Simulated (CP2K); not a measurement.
Crystal: InP.

```
In P
1.0
     4.14435    0.00000    0.00000
     2.07218    3.58911    0.00000
     2.07218    1.19637    3.38385
In P
1 1
Direct
  0.00000 0.00000 0.00000
  0.75000 0.75000 0.75000
```

Base run:

* Program: CP2K 2026.2
* Functional: LDA
* Potentials or basis: POTENTIAL_UZH In GTH-PBE-q13, P GTH-PBE-q5; TZVP-MOLOPT-PBE-GTH basis
* Density cutoff: 9184 eV
* k mesh: 8 × 8 × 8
* Occupations: fermi-dirac, width 0.05 eV
* Spin: no spin polarisation

Its results: band gap on the k mesh 0.51 eV, direct; pressure 0.5 GPa.

**Question.** The run is repeated on the same cell with these changes: functional from LDA to TPSS. What comes out?

**Answer.** Band gap on the k mesh 0.73 eV, direct; pressure 3.3 GPa.

TPSS gives the wider gap, since meta-GGAs in the generalised Kohn-Sham scheme recover part of the derivative discontinuity.

Caveats: the potentials were made for another functional, which shifts forces and pressure; spin-orbit coupling is left out, which moves the levels of the heavy elements; the basis of atomic orbitals isn't converged, which shifts pressures, moduli and gaps.

